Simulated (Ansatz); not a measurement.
Take ZnTe in the zinc blende structure (space group F-43m, No. 216; a = 6.179 Å) as the base. Axes: x, y, z lie along the cube axes.

(Cell as relaxed with PBE.)

Levels (all Ansatz, a quantum-chemistry and plane-wave program, PAW, earlier PAW set): PBE (420 eV, no SOC); PBEsol (420 eV, spin-orbit coupling left out).

Each level relaxes its own structure.

```json
[
 {"base": "volume per atom", "PBE": "29.49 Å³", "PBEsol": "27.90 Å³"},
 {"base": "lattice parameter a", "PBE": "6.179 Å", "PBEsol": "6.066 Å"},
 {"base": "band gap", "PBE": "1.07 eV", "PBEsol": "1.23 eV"}
]
```

It is then changed as follows: uniaxial strain ε_zz = −2.75 %, all other strain components held at zero, atoms relaxed at fixed cell.

| quantity | PBE | PBEsol |
|---|---|---|
| band gap | 1.13 eV | 1.29 eV |
| stress (xx, yy, zz, yz, xz, xy; compression positive) | (1.02, 1.02, 1.80, 0.00, 0.00, 0.00) GPa | (1.22, 1.22, 2.03, 0.00, 0.00, 0.00) GPa |
| gap character | direct at Γ | direct at Γ |
| energy relative to the base (free energy F) | +4.5 meV/atom | +4.8 meV/atom |

PBE's band gap lies 0.16 eV below PBEsol's; PBE's energy relative to the base lies 0.3 meV/atom below PBEsol's; the two agree on the gap character. Neither level is exact; PBEsol is the comparison here, not a measurement.

Spin-orbit coupling, missing from the scalar runs, can matter with Te. Whether these cells are dynamically stable was not tested. Labels are those of the standard path for the cell's own space group.
